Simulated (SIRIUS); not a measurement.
# I (I4/mmm) in SIRIUS: convergence with smearing width

Aim: find how far smearing width must go before the results for I settle, at PBE. This setting moves, with any that are tied to it; all else stays.

Everything below comes from runs of SIRIUS 7.12.0. Logs are shortened: lines on timing, memory, paths and dates and some standing lists are left out, and cuts for length are marked. The log counts tension as positive stress, the text compression.

## (1) The crystal as given

Symmetry: I4/mmm, No. 139, tetragonal system. The conventional cell has a = 3.235 Å, b = 3.235 Å, c = 8.530 Å, α = 90.00°, β = 90.00°, γ = 90.00°. Around I (site symmetry 4/mmm) lie 4 I at 3.23 Å.

## (2) With smearing width 0.4 eV

Input file sirius.json:

```json
{
  "control": {
    "processing_unit": "cpu",
    "verbosity": 2,
    "num_bands_to_print": 10,
    "print_forces": true,
    "print_stress": true
  },
  "parameters": {
    "electronic_structure_method": "pseudopotential",
    "xc_functionals": ["XC_GGA_X_PBE", "XC_GGA_C_PBE"],
    "gk_cutoff": 8.4,
    "pw_cutoff": 16.8,
    "ngridk": [11, 11, 11],
    "shiftk": [0, 0, 0],
    "smearing": "fermi_dirac",
    "smearing_width": 0.0146997289,
    "num_bands": 10,
    "num_mag_dims": 0,
    "num_dft_iter": 100,
    "energy_tol": 1e-08,
    "density_tol": 1e-06
  },
  "iterative_solver": {
    "type": "davidson",
    "min_tolerance": 1e-10
  },
  "mixer": {
    "type": "anderson",
    "beta": 0.7,
    "max_history": 8
  },
  "settings": {
    "tol_ne": 1e-10
  },
  "unit_cell": {
    "lattice_vectors": [
      [-3.056548858633, 3.056548858633, 8.059319094113],
      [3.056548858633, -3.056548858633, 8.059319094113],
      [3.056548858633, 3.056548858633, -8.059319094113]
    ],
    "atom_coordinate_units": "lattice",
    "atom_types": ["I"],
    "atom_files": {
      "I": "I.json"
    },
    "atoms": {
      "I": [
        [0.0, 0.0, 0.0]
      ]
    }
  }
}
```

Potentials or basis: in-house norm-conserving set, PBE (scalar relativistic).

The run is started by

```sh
$ upf_to_json I.upf
$ OMP_NUM_THREADS=1 sirius.scf --input=sirius.json --output=out.json --task=0
```

Standard output:

```text
[... set-up lines left out ...]
[find] | SCF iteration   1 out of 100|
[find] +------------------------------+
[diagonalize] iterative solver tolerance (occupied, empty): 0.00328752 0.00328752
[diagonalize] average number of iterations: 2.34921
[... band energies of this cycle ...]
[find] Charges and magnetic moments
[find] --------------------------------------------------------------------------------
[find] total charge          : 7.000000
[find] Energy
[find] --------------------------------------------------------------------------------
[find] valence_eval_sum               :      -0.55695055
[find] <rho|V^{XC}>                   :      -3.16073482
[find] <rho|E^{XC}>                   :      -3.94762278
[find] <mag|B^{XC}>                   :       0.00000000
[find] <rho|V^{H}>                    :       2.92578772
[find] one-electron contribution      :      -0.32200345 (Ha),      -0.64400690 (Ry)
[find] hartree contribution           :       1.46289386
[find] xc contribution                :      -3.94762278
[find] ewald contribution             :     -10.10622350
[find] PAW contribution               :       0.00000000
[find] smearing (-TS)                 :      -0.01291152
[find] SCF correction                 :      -0.00852723
[find] Total energy                   :     -12.92148309 (Ha),     -25.84296619 (Ry)
[find] Free energy (E-TS)             :     -12.93439461 (Ha),     -25.86878923 (Ry)
[find] band gap (eV)                  :       0.00000000
[find] Efermi                         :       0.11585498
[find] iteration : 1, RMS (target) : 7.2476e-03 (1.0000e-06) , energy difference (target) : -2.6458e-03 (1.0000e-08)
[find] | SCF iteration   2 out of 100|
[diagonalize] iterative solver tolerance (occupied, empty): 0.000724763 0.000724763
[diagonalize] average number of iterations: 4.11905
[... levels, occupations and energy terms ...]
[find] Total energy                   :     -12.92172651 (Ha),     -25.84345301 (Ry)
[find] Free energy (E-TS)             :     -12.93454984 (Ha),     -25.86909967 (Ry)
[find] band gap (eV)                  :       0.00000000
[find] Efermi                         :       0.11474623
[find] iteration : 2, RMS (target) : 1.9788e-03 (1.0000e-06) , energy difference (target) : -2.4341e-04 (1.0000e-08)
[find] | SCF iteration   3 out of 100|
[diagonalize] iterative solver tolerance (occupied, empty): 0.000197885 0.000197885
[diagonalize] average number of iterations: 3.6746
[find] Total energy                   :     -12.92181699 (Ha),     -25.84363397 (Ry)
[find] Free energy (E-TS)             :     -12.93458833 (Ha),     -25.86917665 (Ry)
[... 165 lines left out ...]
[diagonalize] ik:  125   -0.387414   -0.022257    0.140471    0.140471    0.376651    0.389384    0.444928    0.580192    0.661394    0.661394
[find] Charges and magnetic moments
[find] --------------------------------------------------------------------------------
[find] total charge          : 7.000000
[find] Energy
[find] --------------------------------------------------------------------------------
[find] valence_eval_sum               :      -0.56536844
[find] <rho|V^{XC}>                   :      -3.16014839
[find] <rho|E^{XC}>                   :      -3.94703027
[find] <mag|B^{XC}>                   :       0.00000000
[find] <rho|V^{H}>                    :       2.92674382
[find] one-electron contribution      :      -0.33196387 (Ha),      -0.66392774 (Ry)
[find] hartree contribution           :       1.46337191
[find] xc contribution                :      -3.94703027
[find] ewald contribution             :     -10.10622350
[find] PAW contribution               :       0.00000000
[find] smearing (-TS)                 :      -0.01276252
[find] SCF correction                 :       0.00000004
[find] Total energy                   :     -12.92184570 (Ha),     -25.84369139 (Ry)
[find] Free energy (E-TS)             :     -12.93460822 (Ha),     -25.86921643 (Ry)
[find] band gap (eV)                  :       0.00000000
[find] Efermi                         :       0.11489601
[find] iteration : 22, RMS (target) : 2.0133e-07 (1.0000e-06) , energy difference (target) : 7.2892e-09 (1.0000e-08)
[find] bands are converged : false
[find] iterative solver converged : true
[find] converged after 23 SCF iterations!
[find] Charges and magnetic moments
[find] --------------------------------------------------------------------------------
[find] total charge          : 7.000000
[find] Energy
[find] --------------------------------------------------------------------------------
[find] valence_eval_sum               :      -0.56536844
[find] <rho|V^{XC}>                   :      -3.16014839
[find] <rho|E^{XC}>                   :      -3.94703027
[find] <mag|B^{XC}>                   :       0.00000000
[find] <rho|V^{H}>                    :       2.92674382
[find] one-electron contribution      :      -0.33196387 (Ha),      -0.66392774 (Ry)
[find] hartree contribution           :       1.46337191
[find] xc contribution                :      -3.94703027
[find] ewald contribution             :     -10.10622350
[find] PAW contribution               :       0.00000000
[find] smearing (-TS)                 :      -0.01276252
[find] SCF correction                 :       0.00000004
[find] Total energy                   :     -12.92184570 (Ha),     -25.84369139 (Ry)
[find] Free energy (E-TS)             :     -12.93460822 (Ha),     -25.86921643 (Ry)
[find] band gap (eV)                  :       0.00000000
[find] Efermi                         :       0.11489601
[ground_state] === stress tensor components [kbar] ===
[ground_state] === stress_kin ===
[ground_state] -1976.830208    0.000000    0.000000
[ground_state]     0.000000-1976.830208    0.000000
[ground_state]     0.000000    0.000000-2191.682987
[ground_state] === stress_har ===
[ground_state]  -957.892190    0.000000   -0.000000
[ground_state]     0.000000 -957.892190    0.000000
[ground_state]    -0.000000    0.000000  486.260903
[ground_state] === stress_ewald ===
[ground_state]  2201.970804    0.000000   -0.000000
[ground_state]     0.000000 2201.970804    0.000000
[ground_state]    -0.000000    0.000000 5468.520531
[ground_state] === stress_vloc ===
[ground_state]  2513.666657    0.000000   -0.000000
[ground_state]     0.000000 2513.666657    0.000000
[ground_state]    -0.000000    0.000000-1882.156421
[ground_state] === stress_xc ===
[ground_state]  -738.652315    0.000000    0.000000
[ground_state]     0.000000 -738.652315    0.000000
[ground_state]     0.000000    0.000000 -726.290419
[ground_state] === stress_core ===
[ground_state]  1718.846965    0.000000    0.000000
[ground_state]     0.000000 1718.846965    0.000000
[ground_state]     0.000000    0.000000 1732.515401
[ground_state] === stress_nonloc ===
[ground_state] -2777.877067    0.000000    0.000000
[ground_state]     0.000000-2777.877067   -0.000000
[ground_state]     0.000000   -0.000000-2888.586631
[ground_state] === stress_us_nl ===
[ground_state] -2777.877067    0.000000    0.000000
[ground_state]     0.000000-2777.877067   -0.000000
[ground_state]     0.000000   -0.000000-2888.586631
[ground_state] === stress_total ===
[ground_state]   -16.767354    0.000000    0.000000
[ground_state]     0.000000  -16.767354    0.000000
[ground_state]     0.000000    0.000000   -1.419622
[ground_state] ==== total Forces in Ha/bohr =====
[ground_state] atom:    0, force:       0.0000000      0.0000000      0.0000000
[ground_state] ==== ultrasoft contribution from Qij =====
[ground_state] atom:    0, force:       0.0000000      0.0000000      0.0000000
[ground_state] ==== non-local contribution from Beta-projector =====
[ground_state] atom:    0, force:       0.0000000      0.0000000      0.0000000
[ground_state] ==== contribution from local potential =====
[ground_state] atom:    0, force:       0.0000000      0.0000000      0.0000000
[ground_state] ==== contribution from core density =====
[ground_state] atom:    0, force:       0.0000000      0.0000000      0.0000000
[ground_state] ==== Ewald forces from ions =====
[ground_state] atom:    0, force:       0.0000000      0.0000000      0.0000000
[~DFT_ground_state] local op. applied: 69830
[~DFT_ground_state] evp. work count: 29842.5
[~DFT_ground_state] number of iterative solver steps: 8181
```

Run time: 5.3 min. Hardware: 1 thread of Intel Xeon Platinum 8259CL at 2.50GHz (Skylake/Cascade Lake), shared host; peak memory 0.77 GiB.

Results:

- Free energy: -351.9686 eV
- Pressure: 1.2 GPa
- Band gap on the k mesh: none (metal or under the smearing width)

## (3) With smearing width 0.3 eV

Edit sirius.json of step 2 so:

```diff
@@ -16,3 +16,3 @@
     "smearing": "fermi_dirac",
-    "smearing_width": 0.0146997289,
+    "smearing_width": 0.0110247967,
     "num_bands": 10,
```

Potentials or basis: in-house norm-conserving set, PBE (scalar relativistic).

The run is started by

```sh
$ upf_to_json I.upf
$ OMP_NUM_THREADS=1 sirius.scf --input=sirius.json --output=out.json --task=0
```

Wall time 5.6 min (1 thread of Intel Xeon Platinum 8259CL at 2.50GHz (Skylake/Cascade Lake), shared host); peak memory 0.76 GiB.

It converged, with:

```
Free energy            : -351.8943 eV
Pressure               : 0.6 GPa
Band gap on the k mesh : none (metal or under the smearing width)
```

## (4) With smearing width 0.2 eV

Edit sirius.json of step 3 so:

```diff
@@ -16,3 +16,3 @@
     "smearing": "fermi_dirac",
-    "smearing_width": 0.0110247967,
+    "smearing_width": 0.0073498644,
     "num_bands": 10,
@@ -37,6 +37,7 @@
     "lattice_vectors": [
-      [-3.056548858633, 3.056548858633, 8.059319094113],
-      [3.056548858633, -3.056548858633, 8.059319094113],
-      [3.056548858633, 3.056548858633, -8.059319094113]
+      [-0.334218545918, 0.334218545918, 0.881246802621],
+      [0.334218545918, -0.334218545918, 0.881246802621],
+      [0.334218545918, 0.334218545918, -0.881246802621]
     ],
+    "lattice_vectors_scale": 9.1453598131,
     "atom_coordinate_units": "lattice",
```

The run is started by

```sh
$ upf_to_json I.upf
$ OMP_NUM_THREADS=1 sirius.scf --input=sirius.json --output=out.json --task=0
```

Run time: 5.2 min. Hardware: 1 thread of Intel Xeon Platinum 8259CL at 2.50GHz (Skylake/Cascade Lake), shared host; peak memory 0.75 GiB.

It converged, with:

* Free energy: -351.8454 eV
* Pressure: 0.3 GPa
* Band gap on the k mesh: none (metal or under the smearing width)

## (5) With smearing width 0.136 eV

Edit sirius.json of step 4 so:

```diff
@@ -16,3 +16,3 @@
     "smearing": "fermi_dirac",
-    "smearing_width": 0.0073498644,
+    "smearing_width": 0.0049979078,
     "num_bands": 10,
@@ -37,7 +37,6 @@
     "lattice_vectors": [
-      [-0.334218545918, 0.334218545918, 0.881246802621],
-      [0.334218545918, -0.334218545918, 0.881246802621],
-      [0.334218545918, 0.334218545918, -0.881246802621]
+      [-3.056548858633, 3.056548858633, 8.059319094113],
+      [3.056548858633, -3.056548858633, 8.059319094113],
+      [3.056548858633, 3.056548858633, -8.059319094113]
     ],
-    "lattice_vectors_scale": 9.1453598131,
     "atom_coordinate_units": "lattice",
```

The run is started by

```sh
$ upf_to_json I.upf
$ OMP_NUM_THREADS=1 sirius.scf --input=sirius.json --output=out.json --task=0
```

Run time: 3.3 min. Hardware: 1 thread of Intel Xeon Platinum 8259CL at 2.50GHz (Skylake/Cascade Lake), shared host; peak memory 0.75 GiB.

Results (log left out):

```
Free energy            : -351.8264 eV
Pressure               : 0.2 GPa
Band gap on the k mesh : none (metal or under the smearing width)
```

## (6) With smearing width 0.1 eV

Edit sirius.json of step 5 so:

```diff
@@ -16,3 +16,3 @@
     "smearing": "fermi_dirac",
-    "smearing_width": 0.0049979078,
+    "smearing_width": 0.0036749322,
     "num_bands": 10,
@@ -37,6 +37,7 @@
     "lattice_vectors": [
-      [-3.056548858633, 3.056548858633, 8.059319094113],
-      [3.056548858633, -3.056548858633, 8.059319094113],
-      [3.056548858633, 3.056548858633, -8.059319094113]
+      [-0.334218545918, 0.334218545918, 0.881246802621],
+      [0.334218545918, -0.334218545918, 0.881246802621],
+      [0.334218545918, 0.334218545918, -0.881246802621]
     ],
+    "lattice_vectors_scale": 9.1453598131,
     "atom_coordinate_units": "lattice",
```

Potentials or basis: in-house norm-conserving set, PBE (scalar relativistic).

The run is started by

```sh
$ upf_to_json I.upf
$ OMP_NUM_THREADS=1 sirius.scf --input=sirius.json --output=out.json --task=0
```

Run time: 4.4 min. Hardware: 1 thread of Intel Xeon Platinum 8259CL at 2.50GHz (Skylake/Cascade Lake), shared host; peak memory 0.77 GiB.

It converged, with:

- Free energy: -351.8190 eV
- Pressure: 0.2 GPa
- Band gap on the k mesh: none (metal or under the smearing width)

## (7) With smearing width 0.05 eV

Edit sirius.json of step 6 so:

```diff
@@ -16,3 +16,3 @@
     "smearing": "fermi_dirac",
-    "smearing_width": 0.0036749322,
+    "smearing_width": 0.0018374661,
     "num_bands": 10,
```

The run is started by

```sh
$ upf_to_json I.upf
$ OMP_NUM_THREADS=1 sirius.scf --input=sirius.json --output=out.json --task=0
```

Run time: 3.3 min. Hardware: 1 thread of Intel Xeon Platinum 8259CL at 2.50GHz (Skylake/Cascade Lake), shared host; peak memory 0.77 GiB.

Results (log left out):

- Free energy: -351.8114 eV
- Pressure: 0.1 GPa
- Band gap on the k mesh: none (metal or under the smearing width)

## (8) With smearing width 0.025 eV

Edit sirius.json of step 7 so:

```diff
@@ -16,3 +16,3 @@
     "smearing": "fermi_dirac",
-    "smearing_width": 0.0018374661,
+    "smearing_width": 0.0009187331,
     "num_bands": 10,
@@ -37,7 +37,6 @@
     "lattice_vectors": [
-      [-0.334218545918, 0.334218545918, 0.881246802621],
-      [0.334218545918, -0.334218545918, 0.881246802621],
-      [0.334218545918, 0.334218545918, -0.881246802621]
+      [-3.056548858633, 3.056548858633, 8.059319094113],
+      [3.056548858633, -3.056548858633, 8.059319094113],
+      [3.056548858633, 3.056548858633, -8.059319094113]
     ],
-    "lattice_vectors_scale": 9.1453598131,
     "atom_coordinate_units": "lattice",
```

The run is started by

```sh
$ upf_to_json I.upf
$ OMP_NUM_THREADS=1 sirius.scf --input=sirius.json --output=out.json --task=0
```

Wall time 3.4 min (1 thread of Intel Xeon Platinum 8259CL at 2.50GHz (Skylake/Cascade Lake), shared host); peak memory 0.76 GiB.

Results (log left out):

| Quantity | Value |
| --- | --- |
| Free energy | -351.8087 eV |
| Pressure | 0.1 GPa |
| Band gap on the k mesh | none (metal or under the smearing width) |

## (9) With smearing width 0.01 eV

Edit sirius.json of step 8 so:

```diff
@@ -16,3 +16,3 @@
     "smearing": "fermi_dirac",
-    "smearing_width": 0.0009187331,
+    "smearing_width": 0.0003674932,
     "num_bands": 10,
```

Potentials or basis: in-house norm-conserving set, PBE (scalar relativistic).

The run is started by

```sh
$ upf_to_json I.upf
$ OMP_NUM_THREADS=1 sirius.scf --input=sirius.json --output=out.json --task=0
```

Run time: 5.3 min. Hardware: 1 thread of Intel Xeon Platinum 8259CL at 2.50GHz (Skylake/Cascade Lake), shared host; peak memory 0.76 GiB.

Results (log left out):

```yaml
Free_energy: -351.8077 eV
Pressure: 0.1 GPa
Band_gap_on_the_k_mesh: none (metal or under the smearing width)
```

## (10) The series at a glance

```csv
smearing width,"energy less the tightest run, at zero smearing (meV/atom)",pressure (GPa),SCF cycles,CPU time (s),peak memory (GiB)
0.4 eV,12.48,1.17,23,320,0.77
0.3 eV,5.41,0.65,24,340,0.76
0.2 eV,-1.28,0.30,25,310,0.75
0.136 eV,-2.98,0.18,15,200,0.75
0.1 eV,-2.51,0.15,21,270,0.77
0.05 eV,-0.81,0.12,15,200,0.77
0.025 eV,-0.17,0.11,15,200,0.76
0.01 eV,0.00,0.10,25,320,0.76
```

Against the tightest run, the energy stays within 1 meV/atom from 0.05 eV on; the pressure stays within 0.1 GPa from 0.136 eV on. Narrower smearing needs a denser k mesh, so at a fixed mesh the narrowest width isn't the most accurate. The tightest run that finished is the yardstick and may itself not be fully converged.

Caveats: an odd number of electrons without spin polarisation forces a metal; a magnetic or distorted state may lie lower.
